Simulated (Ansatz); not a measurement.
# HgTe: response to strain

HgTe is deformed so: equal xy, yz and zx engineering shear strains of -3 %. What stress and forces result, by LAPW, PAW and all-electron datasets made for the crystal?

Program: Ansatz 0.2.0. Level of theory: DFT PBE, scalar-relativistic. These are calculated values, not measurements.

### 1 The starting structure

The structure is cubic, space group Fm-3m (No. 225). The conventional cell has a = 5.843 Å, b = 5.843 Å, c = 5.843 Å, α = 90.00°, β = 90.00°, γ = 90.00°. Hg (site symmetry m-3m) is surrounded by 6 Te at 2.92 Å. Te (site symmetry m-3m) has 6 Hg at 2.92 Å as nearest neighbours.

Structure file:

```cif
data_structure
_symmetry_space_group_name_H-M 'P 1'
_symmetry_Int_Tables_number 1
_cell_length_a 4.1316
_cell_length_b 4.1316
_cell_length_c 4.1316
_cell_angle_alpha 60.000
_cell_angle_beta 60.000
_cell_angle_gamma 60.000
_cell_volume 49.87
loop_
_atom_site_label
_atom_site_type_symbol
_atom_site_fract_x
_atom_site_fract_y
_atom_site_fract_z
_atom_site_occupancy
Hg1 Hg 0.00000 0.00000 0.00000 1
Te1 Te 0.50000 0.50000 0.50000 1
```

Atoms are numbered in the order of the input: Hg1, Te2.

### 2 The deformed structure

Space group Fm-3m before, R-3m after.

### 3 LAPW, all electrons

input.yaml reads:

```yaml
crystal:
  lattice:
    - [-0.087645, 2.8776775, 2.8776775]
    - [2.8776775, -0.087645, 2.8776775]
    - [2.8776775, 2.8776775, -0.087645]
  atoms:
    - { symbol: Hg, position: [0.0, 0.0, 0.0] }
    - { symbol: Te, position: [0.5, 0.5, 0.5] }
kpoints:
  mp_grid: { grid: [10, 10, 10] }
  band_path:
    path:
      - [0.0, 0.0, 0.0]
      - [0.5, 0.5, 0.5]
      - [0.2579113083, 0.5, 0.7420886917]
      - [-0.2579113083, 0.2579113083, 0.5]
      - [0.0, 0.0, 0.5]
      - [0.0, 0.0, 0.0]
      - [-0.3789556542, 0.0, 0.3789556542]
      - [0.0, 0.3789556542, 0.6210443458]
      - [0.0, 0.5, 0.5]
    npoints: 5
scf:
  occupations: { method: fermi_dirac, width: 0.08 }
hamiltonian:
  xc: pbe
  pseudopotentials: { kind: all_electron, lapw: { basis_error: 0.001 } }
output:
  forces: true
  stress: true
  eigenvalues: true
```

Command:

```console
ansatz run input.yaml --threads 1 --pin off --max-ram 3072MiB --backend cpu --events-out ev --progress --plain --runs-dir out
```

### 4 PAW with frozen cores

input.yaml reads:

```yaml
crystal:
  lattice:
    - [-0.087645, 2.8776775, 2.8776775]
    - [2.8776775, -0.087645, 2.8776775]
    - [2.8776775, 2.8776775, -0.087645]
  atoms:
    - { symbol: Hg, position: [0.0, 0.0, 0.0] }
    - { symbol: Te, position: [0.5, 0.5, 0.5] }
kpoints:
  mp_grid: { grid: [10, 10, 10] }
scf:
  occupations: { method: fermi_dirac, width: 0.08 }
hamiltonian:
  xc: pbe
  pseudopotentials: { kind: paw }
output:
  forces: true
  stress: true
  eigenvalues: true
  efg: { contact_densities: true }
```

### 5 Datasets made for this crystal

input.yaml: that of step 4 with these lines changed.

```diff
@@ -14,3 +14,3 @@
   xc: pbe
-  pseudopotentials: { kind: paw }
+  pseudopotentials: { kind: all_electron, datasets: crystal }
 output:
```

(Steps that only read results are left out.)

What does the calculation give? Wanted: pressure; largest shear or deviatoric stress.

The runs gave:

```
                                 quantity                                              value
                                 pressure  LAPW 10.40, PAW 10.40, crystal datasets 10.40 GPa
largest shear or deviatoric stress (LAPW)                                           0.48 GPa
```

The largest part of the stress beyond the pressure is 0.48 GPa in size; the atoms are carried along and not relaxed. No run of the undeformed cell stands beside it, so the pressure holds what the given cell had before the change. PAW: stress within 0.01 GPa of LAPW. Crystal datasets: stress within 0.01 GPa of LAPW. Spin-orbit coupling is left out, though the cell holds Hg; in elements this heavy it can shift bands and gaps by tenths of an eV.
